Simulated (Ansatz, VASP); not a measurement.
## MnO in VASP and in Ansatz

```
Mn O
1.0
     0.00000    2.26752    2.26752
     2.26752    0.00000    2.26752
     2.26752    2.26752    0.00000
Mn O
1 1
Cartesian
  0.0000 0.0000 0.0000
  2.2675 2.2675 2.2675
```

Change from the starting cell: volume scaled by 1.06.

Alike in both runs: task single point; functional PBEsol; k mesh 10 × 10 × 10; occupations fermi-dirac, width 0.05 eV; collinear spin.

|  | VASP | Ansatz |
| --- | --- | --- |
| version | VASP 6.6.1 | Ansatz 0.2.0 |
| potentials or method | VASP PAW PBE potentials, release 64 (Mn_pv, O), cutoff 520 eV | all-electron LAPW, scalar-relativistic |

|  | VASP | Ansatz | Ansatz less VASP |
| --- | --- | --- | --- |
| gap on the k mesh at the Fermi level (eV) | none | none | - |
| pressure (GPa) | -12.6 | -12.7 | -0.15 |
| net moment per atom (μB) | 2.43 | 2.43 | 0.000 |
| size of the moment on the site where the two differ most (μB) | 0.20 | 0.23 | +0.033 |

Site moments also hang on the region over which each program counts them. A gap of «none» marks a metal or a gap that the smearing closes. Ansatz ran all-electron here, so the differences hold the error of VASP's frozen core and of both bases.

Caveats: a cell with one magnetic atom can't hold antiferromagnetic order, which such compounds often take; semilocal functionals often make such compounds metallic where correlation or magnetic order opens a gap, which also shifts bond lengths; the PAW data sets were made with another functional, which shifts forces and pressure a little (VASP).
